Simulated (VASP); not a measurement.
# Li in VASP: reference runs

Reference runs on Li: the cell as given.

Everything below comes from runs of VASP 6.6.1. Logs are shortened: lines on timing, memory, paths and dates and some standing lists are left out, and cuts for length are marked.

## Step 1: The sheet as given

The cell holds a sheet with vacuum, 2 atoms: a = 3.114 Å, b = 3.114 Å, c = 28.197 Å, α = 90.00°, β = 90.00°, γ = 120.00°.

The cell was built by a generator and needn't be a form met in nature.

## Step 2: Single point, PBE

File INCAR:

```
  PREC = Accurate
  ENCUT = 520
  EDIFF = 1E-7
  ISMEAR = -1
  SIGMA = 0.05
  LREAL = False
  LASPH = True
  NELM = 80
  ALGO = Normal
  ISIF = 2
  LWAVE = False
  LCHARG = False
  LDIPOL = True
  IDIPOL = 3
  DIPOL = 0.5 0.5 0.266
  GGA = PE
  NBANDS = 10
```

File KPOINTS:

```
Automatic mesh
0
Gamma
  10 10 1
```

File POSCAR:

```
Li
1.0
    3.1135800000      0.0000000000      0.0000000000
   -1.5567900000      2.6964400000      0.0000000000
    0.0000000000      0.0000000000     28.1974200000
Li
2
Direct
    0.6666700000      0.3333300000      0.2250500000
    0.3333300000      0.6666700000      0.3069200000
```

Potentials or basis: VASP PAW PBE potentials, release 64 (Li_sv).

Started as:

```
> cat potpaw_PBE.64/Li_sv/POTCAR > POTCAR
> mpirun -np 1 vasp_std > vasp.out
```

OUTCAR:

```text
PREC = Accurate
   ENCUT = 520
   EDIFF = 1E-7
   ISMEAR = -1
   LREAL = False
   LASPH = True
   NELM = 80
   ISIF = 2
   GGA = PE

 ion  position               nearest neighbor table
   1  0.667  0.333  0.225-
   2  0.333  0.667  0.307-

  LATTYP: Found a hexagonal cell.
 ALAT       =     3.1135800000
 C/A-ratio  =     9.0562696317

  Lattice vectors:

 A1 = (   3.1135800000,   0.0000000000,   0.0000000000)
 A2 = (  -1.5567900000,   2.6964400000,   0.0000000000)
 A3 = (   0.0000000000,   0.0000000000,  28.1974200000)

Analysis of symmetry for initial positions (statically):
=====================================================================
 Subroutine PRICEL returns:
 Original cell was already a primitive cell.

 Routine SETGRP: Setting up the symmetry group for a
 hexagonal supercell.

 Subroutine GETGRP returns: Found  4 space group operations
 (whereof  2 operations were pure point group operations)
 out of a pool of 24 trial point group operations.

The static configuration has the point symmetry C_1h.
 The point group associated with its full space group is C_2h.

Analysis of symmetry for dynamics (positions and initial velocities):
=====================================================================
 Subroutine PRICEL returns:
 Original cell was already a primitive cell.

 Routine SETGRP: Setting up the symmetry group for a
 hexagonal supercell.

 Subroutine GETGRP returns: Found  4 space group operations
 (whereof  2 operations were pure point group operations)
 out of a pool of 24 trial point group operations.

The dynamic configuration has the point symmetry C_1h.
 The point group associated with its full space group is C_2h.

 Subroutine INISYM returns: Found  4 space group operations
 (whereof  2 operations are pure point group operations),
 and found     1 'primitive' translations

----------------------------------------------------------------------------------------

                                     Primitive cell

  volume of cell :     236.7337

  direct lattice vectors                    reciprocal lattice vectors
     3.113580000  0.000000000  0.000000000     0.321173697  0.185429678  0.000000000
    -1.556790000  2.696440000  0.000000000     0.000000000  0.370859355  0.000000000
     0.000000000  0.000000000 28.197420000     0.000000000  0.000000000  0.035464238

  length of vectors
[... 95 lines left out ...]
   EMIN   =  10.00;   EMAX   =-10.00  energy-range for DOS
   EFERMI =   0.00;   METHOD = LEGACY
   ISMEAR =    -1;   SIGMA  =   0.05  broadening in eV -4-tet -1-fermi 0-gaus
   EFERMI_NEDOS =   21; number of points for ismear=-14 and -15
   IALGO  =     38    algorithm
   IMIX   =      4    mixing-type and parameters
     AMIX     =   0.40;   BMIX     =  1.00
     AMIX_MAG =   1.60;   BMIX_MAG =  1.00
  volume/ion in A,a.u.               =     118.37       798.78
  Fermi-wavevector in a.u.,A,eV,Ry     =   0.480882  0.908735  3.146313  0.231248
  Thomas-Fermi vector in A             =   1.478676
   LORBIT       =      0    0 simple, 1 ext, 2 COOP (PROOUT), +10 PAW based schemes
   GGA     = PE    functional components
   LHFCALC =     F    Hartree Fock is set to
   AEXX    =    0.0000 exact exchange contribution
   IVDW    =     0    specifies the selected vdW correction
   LEPSILON=     F    determine dielectric tensor
   LRPA    =     F    only Hartree local field effects (RPA)
 non-spin polarized calculation
  energy-cutoff  :      520.00
  volume of cell :      236.73
 maximum number of plane-waves:      6414
   NGX = 11   NGY = 11   NGZ =105

 dipolmoment           0.000000      0.000000     -0.000032 electrons x Angstroem

 number of electron       5.9999991 magnetization

 dipolmoment           0.000000      0.000000      0.000002 electrons x Angstroem

 Free energy of the ion-electron system (eV)
  ---------------------------------------------------
  ext. energy  EPLUGINS =         0.00000000
  ---------------------------------------------------
  free energy    TOTEN  =        -3.29122020 eV

  energy without entropy =       -3.27319514  energy(sigma->0) =       -3.28220767

 E-fermi :  -2.5437     XC(G=0):  -1.7969

 val. band max:       -2.6985820463   @ k =   0.3000   0.2000   0.0000
 cond. band min:      -2.5171192190   @ k =   0.5000   0.4000   0.0000
 fundamental gap:      0.1814628273
 Fermi energy:        -2.5436579796

 k-point     1 :       0.0000    0.0000    0.0000
  band No.  band energies     occupation
      1     -49.4453      2.00000
      2     -49.4308      2.00000
      3      -5.5696      2.00000
      4      -3.6307      2.00000
      5      -2.1639      0.00101
      6       0.3354      0.00000
      7       0.6139      0.00000
      8       1.0231      0.00000
      9       1.2665      0.00000
     10       2.1174      0.00000
[... 287 lines left out ...]
 k-point    24 :      -0.2000    0.4000    0.0000
  band No.  band energies     occupation
      1     -49.4343      2.00000
      2     -49.4265      2.00000
      3      -3.7409      2.00000
      4      -1.7596      0.00000
      5       0.2655      0.00000
      6       2.3452      0.00000
      7       2.9129      0.00000
      8       3.1511      0.00000
      9       3.4342      0.00000
     10       3.5146      0.00000

 [... further k-points ...]

------------------------ aborting loop because EDIFF is reached ----------------------------------------

 vacuum level on the upper side and lower side of the slab       (xc-potential included)        -0.008        -0.008

  FORCE on cell =-STRESS in cart. coord.  units (eV):
  Direction    XX          YY          ZZ          XY          YZ          ZX
  --------------------------------------------------------------------------------------
  -------------------------------------------------------------------------------------
  Total        0.0386788      0.0386257     -0.0988055     -0.0000459     -0.0000047      0.0000081
  in kB        0.2617719      0.2614129     -0.6687001     -0.0003110     -0.0000318      0.0000550
  external PRESSURE =      -0.0485051 kB  Pullay stress =       0.0000000 kB

 VOLUME and BASIS-vectors are now :
 -----------------------------------------------------------------------------
  energy-cutoff  :      520.00
  volume of cell :      236.73
      direct lattice vectors                 reciprocal lattice vectors
     3.113580000  0.000000000  0.000000000     0.321173697  0.185429678  0.000000000
    -1.556790000  2.696440000  0.000000000     0.000000000  0.370859355  0.000000000
     0.000000000  0.000000000 28.197420000     0.000000000  0.000000000  0.035464238

 POSITION                                       TOTAL-FORCE (eV/Angst)
 -----------------------------------------------------------------------------------
      1.55681      0.89880      6.34583        -0.000003      0.000002      0.029193
     -0.00002      1.79764      8.65435         0.000003     -0.000002     -0.029193
 -----------------------------------------------------------------------------------
    total drift:                               -0.000000     -0.000000      0.000017

  FREE ENERGIE OF THE ION-ELECTRON SYSTEM (eV)
  ---------------------------------------------------
  free  energy   TOTEN  =        -3.2912202015 eV

  energy  without entropy=       -3.2731951414  energy(sigma->0) =       -3.28220767

 vacuum level on the upper side and lower side of the slab         0.763         0.763
```

stdout:

```text
POSCAR found type information on POSCAR Li
 POSCAR found :  1 types and       2 ions
 scaLAPACK will be used
 LDA part: xc-table for (Slater+PW92), standard interpolation
 POSCAR, INCAR and KPOINTS ok, starting setup
 FFT: planning ... GRIDC
 FFT: planning ... GRID_SOFT
 FFT: planning ... GRID
 WAVECAR not read
 entering main loop
```

It took 80 s on 1 thread of Intel Xeon Platinum 8559C (Emerald Rapids), shared host; peak memory 0.33 GiB.

What came out:

- Free energy: -3.2912 eV
- Largest force: 0.029 eV/Å
- Band gap on the k mesh: none (metal or under the smearing width)

Forces in eV/Å, atoms in the order of the input:
```
Li   0.000  0.000  0.029
Li   0.000  0.000 -0.029
```

Levels at points of the mesh, in eV from the Fermi level:
| k point | band 1 | band 2 | band 3 | band 4 | band 5 | band 6 |
| --- | --- | --- | --- | --- | --- | --- |
| (0.00, 0.00, 0.00) | -46.90 | -46.89 | -3.03 | -1.09 | 0.38 | 2.88 |
| (0.50, 0.00, 0.00) | -46.89 | -46.88 | 0.21 | 1.01 | 3.76 | 4.10 |
| (0.50, 0.50, 0.00) | -46.89 | -46.88 | 0.21 | 1.01 | 3.76 | 4.10 |

Caveat: the cutoff is under 1.25 times the usual one of these potentials, so pressure, stress and relaxed cells hold a basis-set (Pulay) error.
